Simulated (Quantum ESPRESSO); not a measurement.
# WS2 in Quantum ESPRESSO: further runs

Runs on WS2. Level: LDA. Tasks: dielectric tensor.

All numbers are computed with Quantum ESPRESSO 7.5; they aren't measurements. Logs are shortened: lines on timing, memory, paths and dates and some standing lists are left out, and cuts for length are marked.

### 1 Starting point

The cell holds a slab with vacuum, 3 atoms: a = 3.184 Å, b = 3.184 Å, c = 16.951 Å, α = 90.00°, β = 90.00°, γ = 120.00°.

### 2 Dielectric tensor, LDA

Contents of pw.in:

```
&CONTROL
  calculation = 'scf'
  prefix = 'pwscf'
  outdir = './tmp'
  pseudo_dir = './pseudo'
  tprnfor = .true.
  tstress = .true.
  disk_io = 'low'
/
&SYSTEM
  ibrav = 0
  celldm(1) = 8
  nat = 3
  ntyp = 2
  ecutwfc = 70
  nbnd = 20
  occupations = 'smearing'
  smearing = 'fd'
  degauss = 0.00367493
/
&ELECTRONS
  conv_thr = 6d-10
  electron_maxstep = 120
  mixing_beta = 0.5
/
ATOMIC_SPECIES
W    183.8400 W.upf
S     32.0600 S.upf
CELL_PARAMETERS alat
  0.7519967530744   0.0000000000000   0.0000000000000
 -0.3759983765372   0.6512482917101   0.0000000000000
  0.0000000000000   0.0000000000000   4.0039937332796
ATOMIC_POSITIONS crystal
W      0.0000000000    0.0000000000    0.0000000000
S      0.3333333333    0.6666666667    0.0920005100
S      0.3333333333    0.6666666667    0.9079994900
K_POINTS automatic
8 8 2 0 0 1
```

Contents of gamma.in:

```
&CONTROL
  calculation = 'bands'
  prefix = 'pwscf'
  outdir = './tmp'
  pseudo_dir = './pseudo'
  disk_io = 'low'
  verbosity = 'high'
/
&SYSTEM
  ibrav = 0
  celldm(1) = 8
  nat = 3
  ntyp = 2
  ecutwfc = 70
  nbnd = 20
  occupations = 'smearing'
  smearing = 'fd'
  degauss = 0.00367493
/
&ELECTRONS
  conv_thr = 1d-08
  electron_maxstep = 120
  mixing_beta = 0.5
  diago_full_acc = .true.
  startingwfc = 'random'
/
ATOMIC_SPECIES
W    183.8400 W.upf
S     32.0600 S.upf
CELL_PARAMETERS alat
  0.7519967530744   0.0000000000000   0.0000000000000
 -0.3759983765372   0.6512482917101   0.0000000000000
  0.0000000000000   0.0000000000000   4.0039937332796
ATOMIC_POSITIONS crystal
W      0.0000000000    0.0000000000    0.0000000000
S      0.3333333333    0.6666666667    0.0920005100
S      0.3333333333    0.6666666667    0.9079994900
K_POINTS crystal
1
0.0 0.0 0.0 1
```

Contents of scf2.in:

```
&CONTROL
  calculation = 'scf'
  prefix = 'pwscf'
  outdir = './tmp'
  pseudo_dir = './pseudo'
  tprnfor = .true.
  tstress = .true.
  disk_io = 'low'
/
&SYSTEM
  ibrav = 0
  celldm(1) = 8
  nat = 3
  ntyp = 2
  ecutwfc = 70
  nbnd = 20
  occupations = 'fixed'
/
&ELECTRONS
  conv_thr = 1d-13
  electron_maxstep = 120
  mixing_beta = 0.5
  startingpot = 'file'
/
ATOMIC_SPECIES
W    183.8400 W.upf
S     32.0600 S.upf
CELL_PARAMETERS alat
  0.7519967530744   0.0000000000000   0.0000000000000
 -0.3759983765372   0.6512482917101   0.0000000000000
  0.0000000000000   0.0000000000000   4.0039937332796
ATOMIC_POSITIONS crystal
W      0.0000000000    0.0000000000    0.0000000000
S      0.3333333333    0.6666666667    0.0920005100
S      0.3333333333    0.6666666667    0.9079994900
K_POINTS automatic
8 8 2 0 0 1
```

Contents of ph.in:

```
dielectric of WS2
&INPUTPH
  prefix = 'pwscf'
  outdir = './tmp'
  tr2_ph = 1d-18
  fildyn = 'dyn'
  niter_ph = 90
  alpha_mix(1) = 0.7
  epsil = .true.
  trans = .false.
  zeu = .true.
/
0.0000000000 0.0000000000 0.0000000000
```

Potentials or basis: PseudoDojo 0.4.1 SR LDA standard.

On the command line:

```sh
$ OMP_NUM_THREADS=1 pw.x -in pw.in > pw.out
$ OMP_NUM_THREADS=1 pw.x -in gamma.in > gamma.out
$ OMP_NUM_THREADS=1 pw.x -in scf2.in > scf2.out
$ OMP_NUM_THREADS=1 ph.x -in ph.in > ph.out
```

pw.out:

```text
This program is part of the open-source Quantum ESPRESSO suite
     for quantum simulation of materials; please cite
[... 9 lines left out ...]
     --------------------
     sticks:   dense  smooth     PW     G-vecs:    dense   smooth      PW
     Sum         691     691    199                79173    79173   12507

     Using Slab Decomposition

     bravais-lattice index     =            0
     lattice parameter (alat)  =       8.0000  a.u.
     unit-cell volume          =    1003.9820 (a.u.)^3
     number of atoms/cell      =            3
     number of atomic types    =            2
     number of electrons       =        26.00
     number of Kohn-Sham states=           20
     kinetic-energy cutoff     =      70.0000  Ry
     charge density cutoff     =     280.0000  Ry
     scf convergence threshold =      6.0E-10
     mixing beta               =       0.5000
     number of iterations used =            8  plain     mixing
     Exchange-correlation= SLA  PW   NOGX NOGC
                           (   1   4   0   0   0   0   0)

     celldm(1)=   8.000000  celldm(2)=   0.000000  celldm(3)=   0.000000
     celldm(4)=   0.000000  celldm(5)=   0.000000  celldm(6)=   0.000000

     crystal axes: (cart. coord. in units of alat)
               a(1) = (   0.751997   0.000000   0.000000 )
               a(2) = (  -0.375998   0.651248   0.000000 )
               a(3) = (   0.000000   0.000000   4.003994 )

     reciprocal axes: (cart. coord. in units 2 pi/alat)
               b(1) = (  1.329793  0.767756 -0.000000 )
               b(2) = (  0.000000  1.535513  0.000000 )
               b(3) = (  0.000000 -0.000000  0.249751 )

     PseudoPot. # 1 for W  read from file:
     W.upf
     Pseudo is Norm-conserving + core correction, Zval = 14.0
     Generated using ONCVPSP code by D. R. Hamann
     Using radial grid of 1380 points,  8 beta functions with:
                l(1) =   0
                l(2) =   0
                l(3) =   1
                l(4) =   1
                l(5) =   2
                l(6) =   2
                l(7) =   3
                l(8) =   3

     PseudoPot. # 2 for S  read from file:
     S.upf
     Pseudo is Norm-conserving + core correction, Zval =  6.0
     Generated using ONCVPSP code by D. R. Hamann
     Using radial grid of 1132 points,  6 beta functions with:
                l(1) =   0
                l(2) =   0
                l(3) =   1
                l(4) =   1
                l(5) =   2
                l(6) =   2

     atomic species   valence    mass     pseudopotential
     W                14.00   183.84000     W ( 1.00)
     S                 6.00    32.06000     S ( 1.00)

     12 Sym. Ops. (no inversion) found

   Cartesian axes

     site n.     atom                  positions (alat units)
         1        W      tau(   1) = (   0.0000000   0.0000000   0.0000000  )
         2        S      tau(   2) = (  -0.0000000   0.4341655   0.3683695  )
         3        S      tau(   3) = (  -0.0000000   0.4341655   3.6356243  )

     number of k points=    10  Fermi-Dirac smearing, width (Ry)=  0.0037
                       cart. coord. in units 2pi/alat
        k(    1) = (   0.0000000   0.0000000   0.0624377), wk =   0.0312500
        k(    2) = (   0.0000000   0.1919391   0.0624377), wk =   0.1875000
        k(    3) = (   0.0000000   0.3838782   0.0624377), wk =   0.1875000
        k(    4) = (   0.0000000   0.5758172   0.0624377), wk =   0.1875000
        k(    5) = (   0.0000000  -0.7677563   0.0624377), wk =   0.0937500
        k(    6) = (   0.1662241   0.2879086   0.0624377), wk =   0.1875000
        k(    7) = (   0.1662241   0.4798477   0.0624377), wk =   0.3750000
        k(    8) = (   0.1662241   0.6717868   0.0624377), wk =   0.3750000
        k(    9) = (   0.3324482   0.5758172   0.0624377), wk =   0.1875000
        k(   10) = (   0.3324482   0.7677563   0.0624377), wk =   0.1875000

     Dense  grid:    79173 G-vectors     FFT dimensions: (  36,  36, 180)

     Initial potential from superposition of free atoms

     starting charge      25.9995, renormalised to      26.0000

     negative rho (up, down):  1.448E-05 0.000E+00
     Starting wfcs are   18 randomized atomic wfcs +    2 random wfcs

     Self-consistent Calculation

     iteration #  1     ecut=    70.00 Ry     beta= 0.50
     Davidson diagonalization with overlap
     ethr =  1.00E-02,  avg # of iterations =  6.1

     Threshold (ethr) on eigenvalues was too large:
     Diagonalizing with lowered threshold

     Davidson diagonalization with overlap
     ethr =  3.03E-04,  avg # of iterations =  4.8

     negative rho (up, down):  5.513E-06 0.000E+00

     total energy              =    -196.26036659 Ry
     estimated scf accuracy    <       0.08896391 Ry

     iteration #  2     ecut=    70.00 Ry     beta= 0.50
     Davidson diagonalization with overlap
     ethr =  3.42E-04,  avg # of iterations =  2.8

     negative rho (up, down):  2.324E-06 0.000E+00

     total energy              =    -196.27256419 Ry
     estimated scf accuracy    <       0.01223610 Ry

     iteration #  3     ecut=    70.00 Ry     beta= 0.50
     Davidson diagonalization with overlap
     ethr =  4.71E-05,  avg # of iterations =  6.1

     negative rho (up, down):  1.338E-06 0.000E+00

     total energy              =    -196.27326790 Ry
     estimated scf accuracy    <       0.01859546 Ry

     iteration #  4     ecut=    70.00 Ry     beta= 0.50
     Davidson diagonalization with overlap
     ethr =  4.71E-05,  avg # of iterations =  2.1

     negative rho (up, down):  5.820E-08 0.000E+00

     total energy              =    -196.27601943 Ry
     estimated scf accuracy    <       0.00071784 Ry

     iteration #  5     ecut=    70.00 Ry     beta= 0.50
     Davidson diagonalization with overlap
     ethr =  2.76E-06,  avg # of iterations =  5.6
[... 25 lines left out ...]
     iteration #  9     ecut=    70.00 Ry     beta= 0.50
     Davidson diagonalization with overlap
     ethr =  4.06E-11,  avg # of iterations =  3.4

     End of self-consistent calculation

          k = 0.0000 0.0000 0.0624 (  9811 PWs)   bands (ev):

   -73.9509 -38.1855 -38.0253 -38.0253 -14.6679 -12.9810  -6.2846  -2.8509
    -2.8509  -2.0125  -1.6033  -1.6033   0.0274   2.9214   2.9214   3.1209
     3.1209   5.0331   5.6107   5.8651
[... 15 lines left out ...]
   -73.9367 -38.3112 -38.1329 -38.0928 -12.9279 -12.3789  -6.0099  -4.7060
    -4.3477  -3.1962  -1.8932  -1.4131  -1.1407   2.6533   2.8218   3.8310
     4.6482   6.1905   7.4443   7.5137

          k = 0.0000-0.7678 0.0624 (  9950 PWs)   bands (ev):

   -73.9343 -38.3588 -38.1238 -38.1043 -12.5283 -12.2529  -6.4420  -5.0748
    -4.3490  -3.3882  -2.0102  -1.2086  -0.8516   2.8420   3.3056   4.0468
     4.7900   5.0335   7.5909   7.8922

          k = 0.1662 0.2879 0.0624 (  9913 PWs)   bands (ev):
[... 25 lines left out ...]
   -73.9325 -38.3013 -38.2064 -38.1174 -12.2669 -12.1157  -5.6296  -5.6104
    -4.2283  -3.5601  -3.2568  -2.1486  -0.1576   2.0752   3.4777   3.9011
     5.3329   6.2211   7.6940   9.1693

     the Fermi energy is     1.0026 ev

!    total energy              =    -196.27608766 Ry
     estimated scf accuracy    <          7.2E-11 Ry
     smearing contrib. (-TS)   =      -0.00000000 Ry
     internal energy E=F+TS    =    -196.27608766 Ry

     The total energy is F=E-TS. E is the sum of the following terms:
     one-electron contribution =    -865.05187399 Ry
     hartree contribution      =     432.70434837 Ry
     xc contribution           =     -45.64070066 Ry
     ewald contribution        =     281.71213863 Ry

     convergence has been achieved in   9 iterations

     Forces acting on atoms (cartesian axes, Ry/au):

     atom    1 type  1   force =     0.00000000    0.00000000    0.00000000
     atom    2 type  2   force =     0.00000000    0.00000000   -0.01688599
     atom    3 type  2   force =     0.00000000   -0.00000000    0.01688599

     Total force =     0.023880     Total SCF correction =     0.000011

     Computing stress (Cartesian axis) and pressure

          total   stress  (Ry/bohr**3)                   (kbar)     P=      -21.94
  -0.00017356   0.00000000  -0.00000000          -25.53        0.00       -0.00
  -0.00000000  -0.00017356  -0.00000000           -0.00      -25.53       -0.00
   0.00000000   0.00000000  -0.00010025            0.00        0.00      -14.75

=------------------------------------------------------------------------------=
   JOB DONE.
=------------------------------------------------------------------------------=
```

gamma.out:

```text
This program is part of the open-source Quantum ESPRESSO suite
     for quantum simulation of materials; please cite
         "P. Giannozzi et al., J. Phys.:Condens. Matter 21 395502 (2009);
         "P. Giannozzi et al., J. Phys.:Condens. Matter 29 465901 (2017);
         "P. Giannozzi et al., J. Chem. Phys. 152 154105 (2020);
     in publications or presentations arising from this work. More details at
[... 229 lines left out ...]

   -73.9509 -38.1855 -38.0253 -38.0253 -14.6679 -12.9810  -6.2845  -2.8509
    -2.8509  -2.0125  -1.6032  -1.6032   0.0274   2.9214   2.9214   3.1210
     3.1210   5.0239   5.7393   5.7395

=------------------------------------------------------------------------------=
   JOB DONE.
=------------------------------------------------------------------------------=
```

scf2.out:

```text
This program is part of the open-source Quantum ESPRESSO suite
     for quantum simulation of materials; please cite
[... 9 lines left out ...]
     --------------------
     sticks:   dense  smooth     PW     G-vecs:    dense   smooth      PW
     Sum         691     691    199                79173    79173   12507
[... 241 lines left out ...]
  -0.00017356  -0.00000000   0.00000000          -25.53       -0.00        0.00
  -0.00000000  -0.00017356   0.00000000           -0.00      -25.53        0.00
   0.00000000   0.00000000  -0.00010027            0.00        0.00      -14.75

=------------------------------------------------------------------------------=
   JOB DONE.
=------------------------------------------------------------------------------=
```

Wall time 21 min (1 thread of Intel Xeon at 2.50GHz (Skylake/Cascade Lake), shared host); peak memory 0.21 GiB.

What came out:

```yaml
Free_energy: -2670.4722 eV
Largest_force: 0.434 eV/Å
Electronic_dielectric_tensor_diagonal: 5.67, 5.67, 1.43
Born_charges_mean_of_the_diagonal: W -0.43; S +0.21 e
```

Forces on the atoms (eV/Å):
```
W    0.000  0.000  0.000
S    0.000  0.000 -0.434
S    0.000  0.000  0.434
```

Stress tensor (GPa, compression positive):
```
-2.55  0.00  0.00
 0.00 -2.55  0.00
 0.00  0.00 -1.48
```

Electronic dielectric tensor:
```
5.67 0.00 0.00
0.00 5.67 0.00
0.00 0.00 1.43
```

Born effective charge tensors (e):
atom 1, W
```
-0.60  0.00  0.00
 0.00 -0.60  0.00
 0.00  0.00 -0.09
```
atom 2, S
```
0.30 0.00 0.00
0.00 0.30 0.00
0.00 0.00 0.04
```
atom 3, S
```
0.30 0.00 0.00
0.00 0.30 0.00
0.00 0.00 0.04
```

Spin-orbit coupling is left out, which matters for the levels of W.

[end of part 1 of 2]
